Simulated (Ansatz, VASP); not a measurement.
**One calculation of Sb, two programs**

```xyz
2
Lattice="2.1886 1.2636 3.8382 -2.1886 1.2636 3.8382 0.0000 -2.5272 3.8382" Properties=species:S:1:pos:R:3 pbc="T T T"
Sb    0.0000    0.0000    2.6810
Sb    0.0000    0.0000    8.8337
```

Alike in both runs: functional PBE; k mesh 12 × 12 × 12; occupations gaussian, width 0.1 eV; no spin polarisation.

Ansatz relaxed the structure, and its values are those at the end. VASP's run is a single point on that final structure, the one shown.

|  | VASP | Ansatz |
| --- | --- | --- |
| version | VASP 6.6.1 | Ansatz 0.2.0 |
| potentials or method | VASP PAW PBE potentials, release 64 (Sb) | scalar-relativistic, plane waves, PAW |
| plane-wave cutoff (eV) | 520 | 420 |
| valence electrons in the cell | 10 | 30 |

|  | VASP | Ansatz | Ansatz less VASP |
| --- | --- | --- | --- |
| gap on the k mesh at the Fermi level (eV) | none | none | - |
| pressure (GPa) | 0.0 | 0.0 | -0.05 |
| rms of the force components (eV/Å) | 0.018 | 0.003 | -0.0157 |

A gap of «none» marks a metal or a gap that the smearing closes. The two sets of potentials don't hold the same shells in valence.

Spin-orbit coupling is left out, which matters for the levels of Sb.
